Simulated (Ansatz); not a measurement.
# Si2W (I4/mmm) in Ansatz: notebook

Runs on Si2W. Level: PBE. Tasks: single point, relaxation of cell and atoms.

Program: Ansatz 0.2.0. These are calculated values, not measurements. Logs are shortened: lines on timing, memory, paths and dates and some standing lists are left out, and cuts for length are marked.

## (1) The crystal as given

The structure is tetragonal, space group I4/mmm (No. 139). The conventional cell has a = 3.214 Å, b = 3.214 Å, c = 7.830 Å, α = 90.00°, β = 90.00°, γ = 90.00°. Around W (site symmetry 4/mmm) lie 10 Si at 2.62 Å. Si (site symmetry 4mm) is surrounded by 5 Si at 2.59 to 2.63 Å and 5 W at 2.62 Å.

## (2) Single point, PBE

Input file input.yaml:

```yaml
crystal:
  lattice:
    - [-1.6069, 1.6069, 3.91495]
    - [1.6069, -1.6069, 3.91495]
    - [1.6069, 1.6069, -3.91495]
  atoms:
    - { symbol: W, position: [0.0, 0.0, 0.0] }
    - { symbol: Si, position: [0.6653, 0.6653, 0.0] }
    - { symbol: Si, position: [0.3347, 0.3347, 0.0] }
hamiltonian:
  xc: pbe
  pseudopotentials: { kind: paw }
kpoints:
  mp_grid: { grid: [12, 12, 12] }
scf:
  occupations: { method: gaussian, width: 0.011 }
output:
  forces: true
  stress: true
  eigenvalues: true
  write_density: true
  write_potential: true
  elf: true
  volumetric_format: npy
```

Potentials or basis: Ansatz PAW.

Started as:

```
> ansatz run input.yaml --threads 2 --pin off --max-ram 5632MiB --backend cpu --events-out ev --progress --plain --runs-dir out
```

Output:

```text
Warning: RAYON_NUM_THREADS=2 ignored (pool sized by the plan → 2); use --threads N
Engine: ansatz 0.2.0, x86_64-unknown-linux-gnu
Pseudopotentials: kind: paw
Pseudopotential: W, paw, valence charge 14, recommended cutoff 420 eV (normal), W.paw.azcp
Pseudopotential: Si, paw, valence charge 4, recommended cutoff 420 eV (normal), Si.paw.azcp
Functional definition: PBE
  parameter kappa = 0.804
  parameter beta = 0.06672455060314922
  exchange = pbe_x(kappa = kappa, mu = beta*pi^2/3)
  correlation = pbe_c(beta = beta)
Crystal: 3 atoms, lattice volume = 40.436 Å³
Basis set: ecut = 420 eV, 793 PW (Γ), exchange–correlation on 64×64×64 points (8 copies of the dense FFT grid, shifted against one another)
Bands: 15, of which v1, the nominal top of the filled ones, is band 11 counted from 1 (10 counted from 0)
Symmetry: 16 space group operations
Space group: I4/mmm (ITA 139), of the structure as read, at distance tolerance 3.4e-5 Å
k-points: 163 of 1728
Non-local potential: W, projectors of the file, l = 0: 3, l = 1: 2, l = 2: 2, l = 3: 1
Non-local potential: Si, projectors of the file, l = 0: 2, l = 1: 2, l = 2: 2
PAW form: soft (Blöchl's): semilocal exchange-correlation on the pseudo side does not see the compensation charge
PAW one-centre angular grid: W, 590 points (default); XC on 64 Gauss nodes
PAW one-centre angular grid: Si, 110 points (default); XC on 64 Gauss nodes
Initial density: superposition of atomic densities (neutral atoms: chi_scale 0, normalization atom), corrected by the library's trained network
Initial wavefunctions: pseudopotential atomic-orbital guess
Functional: x = pbe(κ = 0.804, μ = 0.2195149727645171), c = pbe(β = 0.06672455060314922)
SCF iter   1: F=—  HF=-11657.454487 eV  |F-HF|=—  |Δ(HF+E_count)|=         —  Δρ=3.59e-3  dr2=2.31e-3  ethr=1.77e-3  ⟨swp⟩=6.0  Hψ=14802  notcnv=0
preconditioner: auto → none  [insulator: Δε(μ)=0.025 eV  Ē_g=8.125 eV  σ=0.011 eV  W_gap=0.74  n_scr=10 (ndim 8)  ℏωp=21.8 eV  f_vac=0.000  D(μ)=0.39/eV (n_scr^D=0)  ε∞_Penn≈8.2]
SCF iter   2: F=—  HF=-11657.454604 eV  |F-HF|=—  |Δ(HF+E_count)|=   1.17e-4  Δρ=1.73e-3  dr2=3.29e-4  ethr=1.05e-5  ⟨swp⟩=2.9  Hψ=5928  notcnv=0  defer=9
SCF iter   3: F=—  HF=-11657.454796 eV  |F-HF|=—  |Δ(HF+E_count)|=   1.91e-4  Δρ=4.82e-4  dr2=3.04e-5  ethr=1.49e-6  ⟨swp⟩=1.0  Hψ=2436  notcnv=0  defer=9
SCF iter   4: F=—  HF=-11657.454820 eV  |F-HF|=—  |Δ(HF+E_count)|=   2.38e-5  Δρ=2.95e-5  dr2=2.06e-7  ethr=1.38e-7  ⟨swp⟩=2.3  Hψ=3509  notcnv=0  defer=9
iter 5 did not close the SCF: its close was put off for the readings that it lacked (scf_convergence_deferred on its scf_iter line)
SCF iter   5: F=-11657.454820 eV  HF=-11657.454820 eV  |F-HF|=2.75e-9  |Δ(HF+E_count)|=   5.16e-8  Δρ=5.75e-6  dr2=8.15e-9  ethr=9.38e-10  ⟨swp⟩=2.5  Hψ=3622  notcnv=0  defer=9
SCF iter   6: F=-11657.454820 eV  HF=-11657.454820 eV  |F-HF|=9.09e-11  |Δ(HF+E_count)|=   1.14e-9  Δρ=1.21e-6  dr2=1.37e-10  ethr=3.71e-11  ⟨swp⟩=5.4  Hψ=13432  notcnv=0
SCF 1 converged in 6 iterations: F = -11657.454820 eV  dr2 = 1.37e-10
SCF converged after 6 iterations
Free energy (F): -11657.454820 eV
Harris-Foulkes:  -11657.454820 eV  (|F-HF|=9.09e-11)
Internal energy: -11657.454796 eV  (E = F + TS)
E sigma→0 (E₀):  -11657.454808 eV
Entropy (-TS):   -0.000024 eV (-0.008 meV/atom)
Fermi energy:    16.783445 eV
--- Per-component energies (eV) ---
  E_band       = -80.246226
  E_kinetic    = 541.572135
  E_local      = -946.503828  (includes V_loc(G=0)·N_el)
  E_nonlocal   = 50.695429
  E_hartree    = 371.693544
  E_xc         = -382.064468
  E_vxc        = -338.772642  (∫ρ·V_xc dr)
  E_paw        = -9588.364914  (= ΣΔE_a)
  E_vpaw       = -130.624350  (= ΣTr[D̂ρ^β])
  E_aug_tail   = -0.000067  (compensation charges beyond the density's cutoff)
  E_ewald      = -1704.482625
  E_smearing   = -0.000024  (= −TS)
  E_closure    = -0.000000  (closes the sum)
  Σ components = -11657.454820   (vs F -11657.454820, Δ=0.00e0)
--- Forces (eV/Å), atoms counted from 1 ---
  atom   1  W      0.00000000     0.00000000     0.00000000
  atom   2  Si     0.00000000     0.00000000     0.08163457
  atom   3  Si    -0.00000000    -0.00000000    -0.08163457
  max |Σ_I F_I| component: 1.39e-17 eV/Å
--- Stress (GPa, compression-positive) ---
        3.063280      -0.000000       0.000000
       -0.000000       3.063280       0.000000
        0.000000       0.000000       3.708011
  P = ⅓ Tr σ = 3.2782 GPa (32.782 kbar)
--- Band table (eV; the first three rows and the last of 163) ---
  k-point 0: bands = ["-57.0358", "-21.3344", "-21.3152", "-21.3152", "2.6727", "9.8922", "13.0111", "13.4197", "13.9039", "13.9039", "17.3539", "19.5017", "19.6854", "19.8182", "19.8182"]
  k-point 1: bands = ["-57.0348", "-21.3316", "-21.3294", "-21.3277", "2.8975", "10.0949", "12.3857", "13.3580", "13.4699", "14.5538", "16.3176", "19.2267", "19.9826", "20.0194", "20.3026"]
  k-point 2: bands = ["-57.0321", "-21.3671", "-21.3619", "-21.3241", "3.5491", "10.6048", "11.6875", "12.2756", "13.6379", "14.5661", "15.0395", "19.2274", "20.3366", "20.4166", "20.9321"]
  k-point 162: bands = ["-57.0357", "-21.3516", "-21.3164", "-21.3164", "4.9471", "5.7161", "12.9012", "14.1746", "15.9094", "15.9094", "16.2455", "16.2455", "17.5313", "21.2560", "21.6346"]
```

Run time: 3.5 s. Hardware: 2 threads of Intel Xeon Platinum 8175M at 2.50GHz (Skylake/Cascade Lake), shared host; peak memory 0.46 GiB.

What came out:

```
Free energy            : -11657.4548 eV
Pressure               : 3.3 GPa
Largest force          : 0.082 eV/Å
Band gap on the k mesh : none (metal or under the smearing width)
```

Forces on the atoms (eV/Å):
```
W    0.000  0.000  0.000
Si   0.000  0.000  0.082
Si   0.000  0.000 -0.082
```

Stress tensor (GPa, compression positive):
```
3.06 0.00 0.00
0.00 3.06 0.00
0.00 0.00 3.71
```

## (3) Relaxation of cell and atoms, PBE

Edit input.yaml of step 2 so:

```diff
@@ -15,3 +15,3 @@
 scf:
-  occupations: { method: gaussian, width: 0.011 }
+  occupations: { method: fermi_dirac, width: 0.05 }
 output:
@@ -19,6 +19,5 @@
   stress: true
-  eigenvalues: true
-  write_density: true
-  write_potential: true
-  elf: true
-  volumetric_format: npy
+relax:
+  f_tol: 0.01
+  max_steps: 40
+  cell: { stress_tol: 0.05 }
```

Potentials or basis: Ansatz PAW.

Started as:

```
> ansatz run input.yaml --threads 2 --pin off --max-ram 5632MiB --backend cpu --events-out ev --progress --plain --runs-dir out
```

It took 11 s on 2 threads of Intel Xeon Platinum 8175M at 2.50GHz (Skylake/Cascade Lake), shared host; peak memory 0.48 GiB.

The run converged. Its results:

```yaml
Free_energy: -11657.4618 eV
Relaxed_volume: 13.67 Å³/atom
Relaxed_cell: a = 4.549 Å, b = 4.549 Å, c = 4.549 Å, α = 138.43°, β = 138.43°, γ = 60.25°
Space_group_after_relaxing_to_0.05_Å: I4/mmm (No. 139)
Energy_gained_by_relaxing: 2.0 meV/atom
Ionic_steps: 5
Pressure_after_relaxing: 0.0 GPa
```

Step by step:
```
step  energy change (eV)  largest force (eV/Å)  volume (Å³)
   1              0.0000                0.0755        40.44
   2             -0.0049                0.0270        41.23
   3             -0.0058                0.0044        41.02
   4             -0.0058                0.0007        41.01
   5             -0.0060                0.0008        41.01
```

Final structure:
```cif
data_structure
_symmetry_space_group_name_H-M 'P 1'
_symmetry_Int_Tables_number 1
_cell_length_a 4.5488
_cell_length_b 4.5488
_cell_length_c 4.5488
_cell_angle_alpha 138.428
_cell_angle_beta 138.428
_cell_angle_gamma 60.249
_cell_volume 41.01
loop_
_atom_site_label
_atom_site_type_symbol
_atom_site_fract_x
_atom_site_fract_y
_atom_site_fract_z
_atom_site_occupancy
W1 W 0.00000 0.00000 0.00000 1
Si1 Si 0.66554 0.66554 0.00000 1
Si2 Si 0.33446 0.33446 0.00000 1
```

Caveat: the plane-wave basis is chosen anew once the cell has moved, so the energies of steps on either side of that aren't comparable. Zero-point motion and thermal expansion aren't in these numbers.
